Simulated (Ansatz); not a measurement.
# Si3H2C4: the cost of one run

Method: DFT PBEsol, scalar-relativistic, plane waves, PAW, in Ansatz 0.2.0.

The COD entry's cell or inner coordinates are ideal or old and differ from later refinements, so a difference from it is no clean test against experiment.

3 further runs of the same task are left out: 3 set aside as unsound or not needed.

## 1. The system as given

The structure is monoclinic, space group Pm (No. 6). The conventional cell has a = 6.161 Å, b = 3.081 Å, c = 20.037 Å, α = 90.00°, β = 90.00°, γ = 90.00°. Around C (site symmetry m) lie 2 H at 1.09 Å. Si (site symmetry m) is surrounded by 4 C at 1.89 Å. Around C (site symmetry m) lie 4 Si at 1.81 to 1.89 Å. C (site symmetry m) is surrounded by 4 Si at 1.85 to 1.98 Å. Si (site symmetry m) has 4 C at 1.81 to 1.85 Å as nearest neighbours. Si (site symmetry m) is surrounded by 4 C at 1.89 to 1.98 Å. Only part of the 16 independent sites is listed.

As a file:

```cif
data_structure
_symmetry_space_group_name_H-M 'P 1'
_symmetry_Int_Tables_number 1
_cell_length_a 6.1612
_cell_length_b 3.0806
_cell_length_c 20.0374
_cell_angle_alpha 90.000
_cell_angle_beta 90.000
_cell_angle_gamma 90.000
_cell_volume 380.32
loop_
_atom_site_label
_atom_site_type_symbol
_atom_site_fract_x
_atom_site_fract_y
_atom_site_fract_z
_atom_site_occupancy
C1 C 0.50000 0.50000 0.23219 1
C2 C 0.00000 0.50000 0.23219 1
Si1 Si 0.25000 0.50000 0.28654 1
Si2 Si 0.75000 0.50000 0.28654 1
C3 C 0.75000 0.00000 0.34090 1
C4 C 0.25000 0.00000 0.34090 1
Si3 Si 0.50329 0.00000 0.39024 1
Si4 Si 0.99153 0.00000 0.39930 1
C5 C 0.98439 0.50000 0.45868 1
C6 C 0.51105 0.50000 0.43904 1
Si5 Si 0.70643 0.50000 0.51410 1
Si6 Si 0.26336 0.50000 0.49504 1
C7 C 0.39131 0.00000 0.52529 1
C8 C 0.59568 0.00000 0.56761 1
H1 H 0.50000 0.22490 0.19836 1
H2 H 0.50000 0.77510 0.19836 1
H3 H 0.00000 0.77473 0.19824 1
H4 H 0.00000 0.22527 0.19824 1
```

This is the geometry of the first run shown, built on a cell relaxed beforehand with the same method.

## 2. Plan of the line

Atoms count from 1 in the order of the input.

Two atoms of the surface dimers are held at set heights.

First coordinate, height of C13 above its place in the flat dimer: 7 values from −0.431 to 0.417 Å. Second coordinate, height of C14 above its place in the flat dimer: 7 values from −0.431 to 0.417 Å.

Relaxed at each point: all atoms of the upper layers, but for the two heights. Points are written as (first, second).

## 3. The run at (−0.431 Å, 0.417 Å)

input.yaml reads:

```yaml
crystal:
  lattice:
    - [6.1612406585, 0.0, 0.0]
    - [0.0, 3.0806203293, 0.0]
    - [0.0, 0.0, 20.0373883794]
  atoms:
    - { symbol: C, position: [0.5, 0.5, 0.2321862369] }
    - { symbol: C, position: [0.0, 0.5, 0.2321862369] }
    - { symbol: Si, position: [0.25, 0.5, 0.2865428098] }
    - { symbol: Si, position: [0.75, 0.5, 0.2865428098] }
    - { symbol: C, position: [0.75, 0.0, 0.3408993827] }
    - { symbol: C, position: [0.25, 0.0, 0.3408993827] }
    - { symbol: Si, position: [0.5032851268, 0.0, 0.3902362207] }
    - { symbol: Si, position: [-0.0084712316, 0.0, 0.3993025897] }
    - { symbol: C, position: [-0.0156065537, 0.5, 0.458677498] }
    - { symbol: C, position: [0.5110536116, 0.5, 0.4390432842] }
    - { symbol: Si, position: [0.7064301079, 0.5, 0.5141035951] }
    - { symbol: Si, position: [0.263364498, 0.5, 0.4950419461] }
    - { symbol: C, position: [0.391312103, 0.0, 0.5252857264] }
    - { symbol: C, position: [0.5956768634, 0.0, 0.567606611] }
    - { symbol: H, position: [0.5, 0.2248963861, 0.1983620084] }
    - { symbol: H, position: [0.5, 0.7751036139, 0.1983620084] }
    - { symbol: H, position: [0.0, 0.7747262802, 0.1982371399] }
    - { symbol: H, position: [0.0, 0.2252737198, 0.1982371399] }
basis:
  ecutwfc: 420
kpoints:
  mp_grid: { grid: [4, 8, 1] }
hamiltonian:
  xc: pbesol
scf:
  occupations: { method: gaussian, width: 0.05 }
output:
  forces: true
  eigenvalues: true
relax:
  adjacent_minimum: "off"
  f_tol: 0.03
  max_steps: 30
  constraints:
    - { sites: [0, 1, 2, 3, 4, 5, 14, 15, 16, 17] }
    - { sites: [12, 13], fix: z }
efield:
  axis: 3
  dipole_correction: true
  ramp_width: 0.04
```

Launch:

```bash
$ ansatz run input.yaml --threads 4 --pin off --max-ram 12288MiB --backend cpu --events-out ev --progress --plain --runs-dir out
```

Q: Estimate wall time and peak memory on 4 threads of Arm Neoverse V2, shared host.

About 53 s, with a peak of 0.85 GiB.
